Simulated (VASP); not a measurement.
# Sn (Fd-3m) in VASP: further runs

Runs on Sn. Level: PBE. Tasks: relaxation of the atoms.

Program: VASP 6.6.1. These are calculated values, not measurements. Logs are shortened: lines on timing, memory, paths and dates and some standing lists are left out, and cuts for length are marked.

### 1 Starting point

It takes space group Fd-3m (No. 227, cubic). The conventional cell has a = 6.655 Å, b = 6.655 Å, c = 6.655 Å, α = 90.00°, β = 90.00°, γ = 90.00°. Sn (site symmetry -43m) has 4 Sn at 2.88 Å as nearest neighbours.

This isn't the form of Sn at room conditions, which is tetragonal (white tin).

### 2 Relaxation of the atoms, PBE (a relaxed cell with its volume scaled by 0.98)

The input, INCAR:

```
SYSTEM = Sn
ALGO = Normal
EDIFF = 1E-7
EDIFFG = -0.01
ENCUT = 600
GGA = PE
IBRION = 2
ISIF = 2
ISMEAR = 0
LASPH = .TRUE.
LCHARG = .FALSE.
LREAL = .FALSE.
LWAVE = .FALSE.
NELM = 80
NSW = 40
PREC = Accurate
SIGMA = 0.03
```

The input, KPOINTS:

```
k-points
0
G
  10 10 10
  0 0 0
```

The input, POSCAR:

```
Sn                                      
1.0
    0.0000000000      3.3053056378      3.3053056378
    3.3053056378      0.0000000000      3.3053056378
    3.3053056378      3.3053056378      0.0000000000
  Sn            
     2
Direct
     0.0000000000000000    0.0000000000000000    1.0000000000000000
     0.2500000000000000    0.2500000000000000    0.2500000000000000
```

Potentials or basis: VASP PAW PBE potentials, release 64 (Sn_d).

On the command line:

```bash
$ cat potpaw_PBE.64/Sn_d/POTCAR > POTCAR
$ mpirun -np 1 vasp_std > vasp.out
```

OUTCAR:

```text
SYSTEM = Sn
   EDIFF = 1E-7
   EDIFFG = -0.01
   ENCUT = 600
   GGA = PE
   IBRION = 2
   ISIF = 2
   ISMEAR = 0
   LASPH = .TRUE.
   LREAL = .FALSE.
   NELM = 80
   NSW = 40
   PREC = Accurate

 ion  position               nearest neighbor table
   1  0.000  0.000  0.000-   2 2.86   2 2.86   2 2.86   2 2.86
   2  0.250  0.250  0.250-   1 2.86   1 2.86   1 2.86   1 2.86

  LATTYP: Found a face centered cubic cell.
 ALAT       =     6.6106112756

  Lattice vectors:

 A1 = (   0.0000000000,   3.3053056378,   3.3053056378)
 A2 = (   3.3053056378,   0.0000000000,   3.3053056378)
 A3 = (   3.3053056378,   3.3053056378,   0.0000000000)

Analysis of symmetry for initial positions (statically):
=====================================================================
 Subroutine PRICEL returns:
 Original cell was already a primitive cell.

 Routine SETGRP: Setting up the symmetry group for a
 face centered cubic supercell.

 Subroutine GETGRP returns: Found 48 space group operations
 (whereof 24 operations were pure point group operations)
 out of a pool of 48 trial point group operations.

The static configuration has the point symmetry T_d .
 The point group associated with its full space group is O_h .

Analysis of symmetry for dynamics (positions and initial velocities):
=====================================================================
 Subroutine PRICEL returns:
 Original cell was already a primitive cell.

 Routine SETGRP: Setting up the symmetry group for a
 face centered cubic supercell.

 Subroutine GETGRP returns: Found 48 space group operations
 (whereof 24 operations were pure point group operations)
 out of a pool of 48 trial point group operations.

The dynamic configuration has the point symmetry T_d .
 The point group associated with its full space group is O_h .

 Subroutine INISYM returns: Found 48 space group operations
 (whereof 24 operations are pure point group operations),
 and found     1 'primitive' translations

----------------------------------------------------------------------------------------

                                     Primitive cell

  volume of cell :      72.2212

  direct lattice vectors                    reciprocal lattice vectors
     0.000000000  3.305305638  3.305305638    -0.151271941  0.151271941  0.151271941
     3.305305638  0.000000000  3.305305638     0.151271941 -0.151271941  0.151271941
     3.305305638  3.305305638  0.000000000     0.151271941  0.151271941 -0.151271941

  length of vectors
     4.674408061  4.674408061  4.674408061     0.262010688  0.262010688  0.262010688

  position of ions in fractional coordinates (direct lattice)
     0.000000000  0.000000000  0.000000000
     0.250000000  0.250000000  0.250000000

  ion indices of the primitive-cell ions
   primitive index   ion index
                 1           1
                 2           2

----------------------------------------------------------------------------------------

 KPOINTS: k-points

Automatic generation of k-mesh.
 Grid dimensions read from file:
 generate k-points for:   10   10   10

 Generating k-lattice:

  Cartesian coordinates                     Fractional coordinates (reciprocal lattice)
    -0.015127194  0.015127194  0.015127194     0.100000000  0.000000000  0.000000000
     0.015127194 -0.015127194  0.015127194     0.000000000  0.100000000  0.000000000
     0.015127194  0.015127194 -0.015127194     0.000000000  0.000000000  0.100000000

  Length of vectors
     0.026201069  0.026201069  0.026201069

  Shift w.r.t. Gamma in fractional coordinates (k-lattice)
     0.000000000  0.000000000  0.000000000

 Subroutine IBZKPT returns following result:
 ===========================================

 Found     47 irreducible k-points:

 Following reciprocal coordinates:
            Coordinates               Weight
  0.000000  0.000000  0.000000      1.000000
  0.100000  0.000000  0.000000      8.000000
  0.200000  0.000000  0.000000      8.000000
  0.300000  0.000000  0.000000      8.000000
  0.400000  0.000000  0.000000      8.000000
  0.500000  0.000000  0.000000      4.000000
[... 16 lines left out ...]
  0.300000  0.300000  0.000000      6.000000
  0.400000  0.300000  0.000000     24.000000
 [... further k-points ...]
   k-points           NKPTS =     47   k-points in BZ     NKDIM =     47   number of bands    NBANDS=     18
   number of dos      NEDOS =    301   number of ions     NIONS =      2
   total plane-waves  NPLWV =  64000
   dimension x,y,z NGX =    40 NGY =   40 NGZ =   40
   dimension x,y,z NGXF=    80 NGYF=   80 NGZF=   80
   ions per type =               2
   NGX,Y,Z   is equivalent  to a cutoff of  14.23, 14.23, 14.23 a.u.
   NGXF,Y,Z  is equivalent  to a cutoff of  28.45, 28.45, 28.45 a.u.
 SYSTEM =  Sn
   PREC   = accura    normal or accurate (medium, high low for compatibility)
   ISTART =      0    job   : 0-new  1-cont  2-samecut
   ICHARG =      2    charge: 1-file 2-atom 10-const
   ISPIN  =      1    spin polarized calculation?
   LNONCOLLINEAR =      F non collinear calculations
   LSORBIT =      F    spin-orbit coupling
   LASPH  =      T    aspherical Exc in radial PAW
   ENCUT  =  600.0 eV  44.10 Ry    6.64 a.u.   9.34  9.34  9.34*2*pi/ulx,y,z
   NELM   =     80;   NELMIN=  2; NELMDL= -5     # of ELM steps
   EDIFF  = 0.1E-06   stopping-criterion for ELM
   LREAL  =      F    real-space projection
   EDIFFG = -.1E-01   stopping-criterion for IOM
   NSW    =     40    number of steps for IOM
   IBRION =      2    ionic relax: 0-MD 1-quasi-New 2-CG
   NFREE  =      1    steps in history (QN), initial steepest desc. (CG)
   ISIF   =      2    stress and relaxation
   ISYM   =      2    0-nonsym 1-usesym 2-fastsym
   POTIM  = 0.5000    time-step for ionic-motion
   TEBEG  =    0.0;   TEEND  =   0.0 temperature during run
   PSTRESS=    0.0 pullay stress
   NELECT =      28.0000    total number of electrons
   NUPDOWN=      -1.0000    fix difference up-down
   EMIN   =  10.00;   EMAX   =-10.00  energy-range for DOS
   EFERMI =   0.00;   METHOD = LEGACY
   ISMEAR =     0;   SIGMA  =   0.03  broadening in eV -4-tet -1-fermi 0-gaus
   EFERMI_NEDOS =   21; number of points for ismear=-14 and -15
   IALGO  =     38    algorithm
   IMIX   =      4    mixing-type and parameters
     AMIX     =   0.40;   BMIX     =  1.00
     AMIX_MAG =   1.60;   BMIX_MAG =  1.00
  volume/ion in A,a.u.               =      36.11       243.69
  Fermi-wavevector in a.u.,A,eV,Ry     =   1.193729  2.255821 19.388164  1.424990
  Thomas-Fermi vector in A             =   2.329737
   LORBIT       =      0    0 simple, 1 ext, 2 COOP (PROOUT), +10 PAW based schemes
   GGA     = PE    functional components
   LHFCALC =     F    Hartree Fock is set to
   AEXX    =    0.0000 exact exchange contribution
   IVDW    =     0    specifies the selected vdW correction
   LEPSILON=     F    determine dielectric tensor
   LRPA    =     F    only Hartree local field effects (RPA)
 conjugate gradient relaxation of ions
 non-spin polarized calculation
 Gauss-broadening in eV      SIGMA  =   0.03
  energy-cutoff  :      600.00
  volume of cell :       72.22
 maximum number of plane-waves:      2450
 NGX is ok and might be reduce to    40
   NGX = 19   NGY = 19   NGZ = 19

 number of electron      27.9999996 magnetization

 Free energy of the ion-electron system (eV)
  ---------------------------------------------------
  ext. energy  EPLUGINS =         0.00000000
  ---------------------------------------------------
  free energy    TOTEN  =        -7.68692209 eV

  energy without entropy =       -7.68663921  energy(sigma->0) =       -7.68678065

 E-fermi :   5.0002     XC(G=0):  -8.6346

 val. band max:        4.9797909889   @ k =   0.1000   0.0000   0.0000
 cond. band min:       5.0235652170   @ k =   0.4000   0.0000   0.0000
 fundamental gap:      0.0437742281
 Fermi energy:         5.0001783151

 k-point     1 :       0.0000    0.0000    0.0000
  band No.  band energies     occupation
      1     -16.5118      2.00000
      2     -16.5118      2.00000
      3     -16.5118      2.00000
      4     -16.4595      2.00000
      5     -16.4595      2.00000
      6     -16.1931      2.00000
[... 10 lines left out ...]
     17       7.2235      0.00000
     18       7.2235      0.00000

 k-point     2 :       0.1000    0.0000    0.0000
  band No.  band energies     occupation
      1     -16.5182      2.00000
      2     -16.5182      2.00000
      3     -16.5096      2.00000
      4     -16.4507      2.00000
      5     -16.4507      2.00000
      6     -16.2096      2.00000
[... 10 lines left out ...]
     17       7.4560      0.00000
     18       7.5997      0.00000

 k-point     3 :       0.2000    0.0000    0.0000
  band No.  band energies     occupation
      1     -16.5290      2.00000
      2     -16.5290      2.00000
      3     -16.5038      2.00000
      4     -16.4338      2.00000
      5     -16.4338      2.00000
      6     -16.2265      2.00000
[... 10 lines left out ...]
     17       7.8982      0.00000
     18       8.6930      0.00000

 k-point     4 :       0.3000    0.0000    0.0000
  band No.  band energies     occupation
      1     -16.5373      2.00000
      2     -16.5373      2.00000
      3     -16.4964      2.00000
      4     -16.4190      2.00000
      5     -16.4190      2.00000
      6     -16.2391      2.00000
[... 10 lines left out ...]
     17       8.1973      0.00000
     18      10.0689      0.00000

 k-point     5 :       0.4000    0.0000    0.0000
  band No.  band energies     occupation
      1     -16.5418      2.00000
      2     -16.5418      2.00000
      3     -16.4902      2.00000
      4     -16.4102      2.00000
      5     -16.4102      2.00000
      6     -16.2459      2.00000
[... 10 lines left out ...]
     17       8.2776      0.00000
     18      10.8154      0.00000

 k-point     6 :       0.5000    0.0000    0.0000
  band No.  band energies     occupation
      1     -16.5431      2.00000
      2     -16.5431      2.00000
      3     -16.4877      2.00000
      4     -16.4075      2.00000
      5     -16.4075      2.00000
      6     -16.2478      2.00000
[... 10 lines left out ...]
     17       8.2796      0.00000
     18      10.7528      0.00000

 k-point     7 :       0.1000    0.1000    0.0000
  band No.  band energies     occupation
      1     -16.5167      2.00000
      2     -16.5167      2.00000
      3     -16.5166      2.00000
      4     -16.4527      2.00000
      5     -16.4415      2.00000
      6     -16.2285      2.00000
[... 10 lines left out ...]
     17       7.8500      0.00000
     18       7.8500      0.00000

 k-point     8 :       0.2000    0.1000    0.0000
  band No.  band energies     occupation
      1     -16.5300      2.00000
      2     -16.5247      2.00000
      3     -16.5092      2.00000
      4     -16.4406      2.00000
      5     -16.4232      2.00000
      6     -16.2491      2.00000
[... 10 lines left out ...]
     17       8.3835      0.00000
     18       8.6084      0.00000
[... 229 lines left out ...]
     17       9.5136      0.00000
     18       9.7729      0.00000

 k-point    20 :      -0.4000    0.2000    0.0000
  band No.  band energies     occupation
      1     -16.5673      2.00000
      2     -16.5519      2.00000
      3     -16.4524      2.00000
      4     -16.3862      2.00000
      5     -16.3766      2.00000
      6     -16.2838      2.00000
[... 10 lines left out ...]
     17       9.2298      0.00000
     18      10.7304      0.00000

 k-point    21 :      -0.3000    0.2000    0.0000
  band No.  band energies     occupation
      1     -16.5612      2.00000
      2     -16.5514      2.00000
      3     -16.4579      2.00000
      4     -16.4055      2.00000
      5     -16.3784      2.00000
      6     -16.2801      2.00000
[... 10 lines left out ...]
     17       8.8476      0.00000
     18       9.8763      0.00000

 k-point    22 :      -0.2000    0.2000    0.0000
  band No.  band energies     occupation
      1     -16.5485      2.00000
      2     -16.5468      2.00000
      3     -16.4768      2.00000
      4     -16.4199      2.00000
      5     -16.3940      2.00000
      6     -16.2677      2.00000
[... 10 lines left out ...]
     17       8.5170      0.00000
     18       9.2096      0.00000

 k-point    23 :       0.3000    0.3000    0.0000
  band No.  band energies     occupation
      1     -16.5425      2.00000
      2     -16.5425      2.00000
      3     -16.5050      2.00000
      4     -16.4028      2.00000
      5     -16.3532      2.00000
      6     -16.3320      2.00000
[... 10 lines left out ...]
     17      10.3958      0.00000
     18      10.3958      0.00000

 k-point    24 :       0.4000    0.3000    0.0000
  band No.  band energies     occupation
      1     -16.5543      2.00000
      2     -16.5485      2.00000
      3     -16.4849      2.00000
      4     -16.3845      2.00000
      5     -16.3541      2.00000
      6     -16.3319      2.00000
[... 10 lines left out ...]
     17      10.3405      0.00000
     18      10.8002      0.00000

 [... further k-points ...]

------------------------ aborting loop because EDIFF is reached ----------------------------------------

  FORCE on cell =-STRESS in cart. coord.  units (eV):
  Direction    XX          YY          ZZ          XY          YZ          ZX
  --------------------------------------------------------------------------------------
  -------------------------------------------------------------------------------------
  Total        0.3265125      0.3265125      0.3265125      0.0000000      0.0000000      0.0000000
  in kB        7.2434508      7.2434508      7.2434508      0.0000000      0.0000000      0.0000000
  external PRESSURE =       7.2434508 kB  Pullay stress =       0.0000000 kB

 VOLUME and BASIS-vectors are now :
 -----------------------------------------------------------------------------
  energy-cutoff  :      600.00
  volume of cell :       72.22
      direct lattice vectors                 reciprocal lattice vectors
     0.000000000  3.305305638  3.305305638    -0.151271941  0.151271941  0.151271941
     3.305305638  0.000000000  3.305305638     0.151271941 -0.151271941  0.151271941
     3.305305638  3.305305638  0.000000000     0.151271941  0.151271941 -0.151271941

 POSITION                                       TOTAL-FORCE (eV/Angst)
 -----------------------------------------------------------------------------------
      0.00000      0.00000      0.00000        -0.000000     -0.000000     -0.000000
      1.65265      1.65265      1.65265         0.000000      0.000000      0.000000
 -----------------------------------------------------------------------------------
    total drift:                               -0.000000     -0.000000      0.000000

  FREE ENERGIE OF THE ION-ELECTRON SYSTEM (eV)
  ---------------------------------------------------
  free  energy   TOTEN  =        -7.6869220919 eV

  energy  without entropy=       -7.6866392089  energy(sigma->0) =       -7.68678065

 reached required accuracy - stopping structural energy minimisation
```

Wall time 69 s (1 thread of AMD EPYC 7R13 (Zen 3), shared host); peak memory 0.23 GiB.

Results:

```yaml
Free_energy: -7.6869 eV
Pressure_after_relaxing: 0.7 GPa
Band_gap_on_the_k_mesh: none (metal or under the smearing width)
```

Final structure:
```
Sn
1.0
     0.00000    3.30531    3.30531
     3.30531    0.00000    3.30531
     3.30531    3.30531    0.00000
Sn
2
Direct
  0.00000 0.00000 0.00000
  0.25000 0.25000 0.25000
```

Caveat: the relaxation stopped at its first step, so nothing moved.

### 3 Relaxation of the atoms, PBE

INCAR is that of step 2.

KPOINTS is that of step 2.

The input, POSCAR:

```
Sn                                      
1.0
    0.0000000000      3.3276394615      3.3276394615
    3.3276394615      0.0000000000      3.3276394615
    3.3276394615      3.3276394615      0.0000000000
  Sn            
     2
Direct
     0.0000000000000000    0.0000000000000000    1.0000000000000000
     0.2500000000000000    0.2500000000000000    0.2500000000000000
```

Potentials or basis: VASP PAW PBE potentials, release 64 (Sn_d).

On the command line:

```bash
$ cat potpaw_PBE.64/Sn_d/POTCAR > POTCAR
$ mpirun -np 1 vasp_std > vasp.out
```

Wall time 66 s (1 thread of AMD EPYC 7R13 (Zen 3), shared host); peak memory 0.23 GiB.

Results (log left out):

| Item | Value |
| --- | --- |
| Free energy | -7.6903 eV |
| Pressure after relaxing | 0.0 GPa |
| Band gap on the k mesh | none (metal or under the smearing width) |

Final structure:
```
Sn
1.0
     0.00000    3.32764    3.32764
     3.32764    0.00000    3.32764
     3.32764    3.32764    0.00000
Sn
2
Direct
  0.00000 0.00000 0.00000
  0.25000 0.25000 0.25000
```

Levels at points of the mesh, in eV from the Fermi level:
| k point | band 10 | band 11 | band 12 | band 13 | band 14 | band 15 | band 16 | band 17 | band 18 |
| --- | --- | --- | --- | --- | --- | --- | --- | --- | --- |
| (0.00, 0.00, 0.00) | -21.17 | -10.04 | -1.07 | 0.17 | 0.17 | 0.17 | 2.23 | 2.23 | 2.23 |
| (0.50, 0.00, 0.00) | -21.13 | -8.57 | -5.95 | -0.93 | -0.93 | -0.07 | 3.28 | 3.28 | 5.77 |
| (0.50, 0.50, 0.00) | -21.11 | -7.19 | -7.19 | -2.15 | -2.15 | 0.98 | 0.98 | 7.33 | 7.33 |

Caveat: the relaxation stopped at its first step, so nothing moved.
